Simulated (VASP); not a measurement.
# Tm (Fm-3m) in VASP: notebook, part 2 of 2

VASP 6.6.1. The steps go on from the part before.

### 5 Single point, PBEsol, collinear spin, ferromagnetic start

INCAR

```
ADDGRID = True
ALGO = Normal
EDIFF = 1E-6
ENCUT = 450
GGA = PS
ISIF = 2
ISMEAR = 1
ISPIN = 2
LASPH = True
LCHARG = False
LMAXMIX = 6
LORBIT = 11
LREAL = False
LWAVE = False
MAGMOM = 2
NBANDS = 22
NELM = 100
PREC = Accurate
SIGMA = 0.2
```

KPOINTS

```
k-points
0
Gamma
  7 7 7
```

POSCAR

```
Tm
1.0
    0.0000000000      2.4680255249      2.4680255249
    2.4680255249      0.0000000000      2.4680255249
    2.4680255249      2.4680255249      0.0000000000
Tm
1
Direct
    0.0000000000      0.0000000000      0.0000000000
```

Potentials or basis: VASP PAW PBE potentials, release 64 (Tm).

The run is started by

```sh
$ cat potpaw_PBE.64/Tm/POTCAR > POTCAR
$ mpirun -np 1 vasp_std > vasp.out
```

OUTCAR:

```text
EDIFF = 1E-6
   ENCUT = 450
   GGA = PS
   ISIF = 2
   ISMEAR = 1
   ISPIN = 2
   LASPH = True
   LORBIT = 11
   LREAL = False
   NELM = 100
   PREC = Accurate

 Found     20 irreducible k-points:

 Following reciprocal coordinates:
            Coordinates               Weight
  0.000000  0.000000  0.000000      1.000000
  0.142857  0.000000  0.000000      8.000000
  0.285714  0.000000  0.000000      8.000000
  0.428571  0.000000  0.000000      8.000000
  0.142857  0.142857  0.000000      6.000000
  0.285714  0.142857  0.000000     24.000000
   k-points           NKPTS =     20   k-points in BZ     NKDIM =     20   number of bands    NBANDS=     22
   number of dos      NEDOS =    301   number of ions     NIONS =      1
   total plane-waves  NPLWV =  13824
   dimension x,y,z NGX =    24 NGY =   24 NGZ =   24
   dimension x,y,z NGXF=    48 NGYF=   48 NGZF=   48
   ions per type =               1
   NGX,Y,Z   is equivalent  to a cutoff of  11.43, 11.43, 11.43 a.u.
   NGXF,Y,Z  is equivalent  to a cutoff of  22.86, 22.86, 22.86 a.u.
 SYSTEM =  unknown system
   PREC   = accura    normal or accurate (medium, high low for compatibility)
   ISTART =      0    job   : 0-new  1-cont  2-samecut
   ICHARG =      2    charge: 1-file 2-atom 10-const
   ISPIN  =      2    spin polarized calculation?
   LNONCOLLINEAR =      F non collinear calculations
   LSORBIT =      F    spin-orbit coupling
   LASPH  =      T    aspherical Exc in radial PAW
   ENCUT  =  450.0 eV  33.07 Ry    5.75 a.u.   6.04  6.04  6.04*2*pi/ulx,y,z
   NELM   =    100;   NELMIN=  2; NELMDL= -5     # of ELM steps
   EDIFF  = 0.1E-05   stopping-criterion for ELM
   LREAL  =      F    real-space projection
   EDIFFG = 0.1E-04   stopping-criterion for IOM
   NSW    =      0    number of steps for IOM
   IBRION =     -1    ionic relax: 0-MD 1-quasi-New 2-CG
   NFREE  =      0    steps in history (QN), initial steepest desc. (CG)
   ISIF   =      2    stress and relaxation
   ISYM   =      2    0-nonsym 1-usesym 2-fastsym
   POTIM  = 0.5000    time-step for ionic-motion
   TEBEG  =    0.0;   TEEND  =   0.0 temperature during run
   PSTRESS=    0.0 pullay stress
   NELECT =      23.0000    total number of electrons
   NUPDOWN=      -1.0000    fix difference up-down
   EMIN   =  10.00;   EMAX   =-10.00  energy-range for DOS
   EFERMI =   0.00;   METHOD = LEGACY
   ISMEAR =     1;   SIGMA  =   0.20  broadening in eV -4-tet -1-fermi 0-gaus
   EFERMI_NEDOS =   21; number of points for ismear=-14 and -15
   IALGO  =     38    algorithm
   IMIX   =      4    mixing-type and parameters
     AMIX     =   0.40;   BMIX     =  1.00
     AMIX_MAG =   1.60;   BMIX_MAG =  1.00
  volume/ion in A,a.u.               =      30.07       202.90
  Fermi-wavevector in a.u.,A,eV,Ry     =   1.497239  2.829371 30.500515  2.241725
  Thomas-Fermi vector in A             =   2.609152
   LORBIT       =     11    0 simple, 1 ext, 2 COOP (PROOUT), +10 PAW based schemes
   GGA     = PS    functional components
   LHFCALC =     F    Hartree Fock is set to
   AEXX    =    0.0000 exact exchange contribution
   IVDW    =     0    specifies the selected vdW correction
   LEPSILON=     F    determine dielectric tensor
   LRPA    =     F    only Hartree local field effects (RPA)
 spin polarized calculation
 Methfessel and Paxton  Order N= 1 SIGMA  =   0.20
  energy-cutoff  :      450.00
  volume of cell :       30.07
 maximum number of plane-waves:       663
   NGX = 13   NGY = 13   NGZ = 13

 number of electron      23.0000001 magnetization       1.0603851

 Free energy of the ion-electron system (eV)
  ---------------------------------------------------
  ext. energy  EPLUGINS =         0.00000000
  ---------------------------------------------------
  free energy    TOTEN  =        -4.33328236 eV

  energy without entropy =       -4.31525453  energy(sigma->0) =       -4.32727308

 E-fermi :   2.1156     XC(G=0): -10.4217

 val. band max:        2.1153468233   @ k =  -0.2857   0.2857   0.0000
 cond. band min:       2.1272796365   @ k =  -0.4286   0.4286   0.1429
 fundamental gap:      0.0119328132
 Fermi energy:         2.1156264899

 spin component 1

 k-point     1 :       0.0000    0.0000    0.0000
  band No.  band energies     occupation
      1     -48.2214      1.00000
      2     -21.1287      1.00000
      3     -21.1287      1.00000
      4     -21.1287      1.00000
      5      -3.1296      1.00000
      6       0.5341      1.00000
[... 14 lines left out ...]
     21      15.9073      0.00000
     22      17.9892      0.00000

 k-point     2 :       0.1429    0.0000    0.0000
  band No.  band energies     occupation
      1     -48.2132      1.00000
      2     -21.2577      1.00000
      3     -21.1448      1.00000
      4     -21.1448      1.00000
      5      -2.5650      1.00000
      6       0.5459      1.00000
[... 14 lines left out ...]
     21      17.0676      0.00000
     22      20.2466      0.00000

 k-point     3 :       0.2857    0.0000    0.0000
  band No.  band energies     occupation
      1     -48.1947      1.00000
      2     -21.5349      1.00000
      3     -21.1809      1.00000
      4     -21.1809      1.00000
      5      -1.1672      1.00000
      6       0.5871      1.00000
[... 14 lines left out ...]
     21      19.2349      0.00000
     22      19.2349      0.00000

 k-point     4 :       0.4286    0.0000    0.0000
  band No.  band energies     occupation
      1     -48.1797      1.00000
      2     -21.7467      1.00000
      3     -21.2095      1.00000
      4     -21.2095      1.00000
      5       0.0723      1.00000
      6       0.6382      1.00000
[... 14 lines left out ...]
     21      16.6797      0.00000
     22      22.2872      0.00000

 k-point     5 :       0.1429    0.1429    0.0000
  band No.  band energies     occupation
      1     -48.2105      1.00000
      2     -21.2544      1.00000
      3     -21.1730      1.00000
      4     -21.1730      1.00000
      5      -2.3780      1.00000
      6       0.5495      1.00000
[... 14 lines left out ...]
     21      16.3617      0.00000
     22      21.7160      0.00000

 k-point     6 :       0.2857    0.1429    0.0000
  band No.  band energies     occupation
      1     -48.1954      1.00000
      2     -21.4586      1.00000
      3     -21.2164      1.00000
      4     -21.2098      1.00000
      5      -1.2396      1.00000
      6       0.5815      1.00000
[... 14 lines left out ...]
     21      17.3281      0.00000
     22      19.6366      0.00000

 [... further k-points ...]

 spin component 2

 k-point     1 :       0.0000    0.0000    0.0000
  band No.  band energies     occupation
      1     -47.7041      1.00000
      2     -20.7863      1.00000
      3     -20.7863      1.00000
      4     -20.7863      1.00000
      5      -3.3179      1.00000
      6       1.8933      1.03317
[... 14 lines left out ...]
     21      15.8240      0.00000
     22      17.7959      0.00000

 k-point     2 :       0.1429    0.0000    0.0000
  band No.  band energies     occupation
      1     -47.6954      1.00000
      2     -20.9235      1.00000
      3     -20.8033      1.00000
      4     -20.8033      1.00000
      5      -2.7470      1.00000
      6       1.8524      1.03432
[... 14 lines left out ...]
     21      16.9993      0.00000
     22      20.1042      0.00000

 k-point     3 :       0.2857    0.0000    0.0000
  band No.  band energies     occupation
      1     -47.6757      1.00000
      2     -21.2174      1.00000
      3     -20.8414      1.00000
      4     -20.8414      1.00000
      5      -1.3421      1.00000
      6       1.7827      1.02012
[... 14 lines left out ...]
     21      19.1838      0.00000
     22      19.1838      0.00000

 k-point     4 :       0.4286    0.0000    0.0000
  band No.  band energies     occupation
      1     -47.6598      1.00000
      2     -21.4412      1.00000
      3     -20.8715      1.00000
      4     -20.8715      1.00000
      5      -0.1165      1.00000
      6       1.7414      1.01184
[... 14 lines left out ...]
     21      16.5386      0.00000
     22      22.0391      0.00000

 k-point     5 :       0.1429    0.1429    0.0000
  band No.  band energies     occupation
      1     -47.6925      1.00000
      2     -20.9203      1.00000
      3     -20.8331      1.00000
      4     -20.8331      1.00000
      5      -2.5570      1.00000
      6       1.8543      1.03454
[... 14 lines left out ...]
     21      16.2995      0.00000
     22      21.5762      0.00000

 k-point     6 :       0.2857    0.1429    0.0000
  band No.  band energies     occupation
      1     -47.6765      1.00000
      2     -21.1368      1.00000
      3     -20.8789      1.00000
      4     -20.8721      1.00000
      5      -1.4079      1.00000
      6       1.7918      1.02218
[... 14 lines left out ...]
     21      17.1917      0.00000
     22      19.5772      0.00000

 [... further k-points ...]

------------------------ aborting loop because EDIFF is reached ----------------------------------------

  FORCE on cell =-STRESS in cart. coord.  units (eV):
  Direction    XX          YY          ZZ          XY          YZ          ZX
  --------------------------------------------------------------------------------------
  -------------------------------------------------------------------------------------
  Total        0.0147976      0.0147976      0.0147976      0.0000000      0.0000000      0.0000000
  in kB        0.7885363      0.7885363      0.7885363      0.0000000      0.0000000      0.0000000
  external PRESSURE =       0.7885363 kB  Pullay stress =       0.0000000 kB

 VOLUME and BASIS-vectors are now :
 -----------------------------------------------------------------------------
  energy-cutoff  :      450.00
  volume of cell :       30.07
      direct lattice vectors                 reciprocal lattice vectors
     0.000000000  2.468025525  2.468025525    -0.202591098  0.202591098  0.202591098
     2.468025525  0.000000000  2.468025525     0.202591098 -0.202591098  0.202591098
     2.468025525  2.468025525  0.000000000     0.202591098  0.202591098 -0.202591098

 POSITION                                       TOTAL-FORCE (eV/Angst)
 -----------------------------------------------------------------------------------
      0.00000      0.00000      0.00000        -0.000000     -0.000000      0.000000
 -----------------------------------------------------------------------------------
    total drift:                                0.000000      0.000000      0.000000

  FREE ENERGIE OF THE ION-ELECTRON SYSTEM (eV)
  ---------------------------------------------------
  free  energy   TOTEN  =        -4.3332823569 eV

  energy  without entropy=       -4.3152545261  energy(sigma->0) =       -4.32727308

 total charge

# of ion       s       p       d       f       tot
--------------------------------------------------
    1        2.224   5.932   0.413  12.501  21.070

 magnetization (x)

# of ion       s       p       d       f       tot
--------------------------------------------------
    1        0.003  -0.034  -0.065   1.284   1.188
```

OSZICAR:

```text
N       E                     dE             d eps       ncg     rms          rms(c)
DAV:   1     0.111943786903E+03    0.11194E+03   -0.68386E+03  2500   0.573E+03
DAV:   2     0.108161414290E+02   -0.10113E+03   -0.95541E+02  2330   0.613E+02
DAV:   3    -0.123078397366E+01   -0.12047E+02   -0.11717E+02  2248   0.962E+01
[... 16 lines left out ...]
DAV:  20    -0.433329867875E+01   -0.25459E-03   -0.58503E-04  2704   0.576E-01    0.252E-01
DAV:  21    -0.433330714710E+01   -0.84684E-05   -0.83117E-05  3054   0.158E-01    0.149E-01
DAV:  22    -0.433327037165E+01    0.36775E-04   -0.58876E-05  2952   0.139E-01    0.869E-02
DAV:  23    -0.433327870303E+01   -0.83314E-05   -0.22927E-05  2712   0.773E-02    0.708E-02
DAV:  24    -0.433328285851E+01   -0.41555E-05   -0.97104E-06  2816   0.790E-02    0.501E-02
DAV:  25    -0.433328235688E+01    0.50162E-06   -0.14698E-06  1572   0.286E-02
   1 F= -.43332824E+01 E0= -.43272731E+01  d E =-.180278E-01  mag=     1.0597
```

Run time: 87 s. Hardware: 1 thread of Intel Xeon Platinum 8375C at 2.90GHz (Ice Lake), shared host; peak memory 0.24 GiB.

These settings aren't checked as converged: the numbers below hold their error.

Results:

- Free energy: -4.3333 eV
- Pressure: 0.1 GPa
- Band gap on the k mesh: none (metal or under the smearing width)
- Net moment: 1.06 μB per cell
- Site moments: Tm +1.19 μB
- Valence electrons inside the program's atomic spheres: Tm 21.07

Caveat: the magnetic or orbital state may not be the lowest; the PAW data sets were made with another functional, which shifts forces and pressure a little; spin-orbit coupling is left out, which moves the levels of the heavy elements.
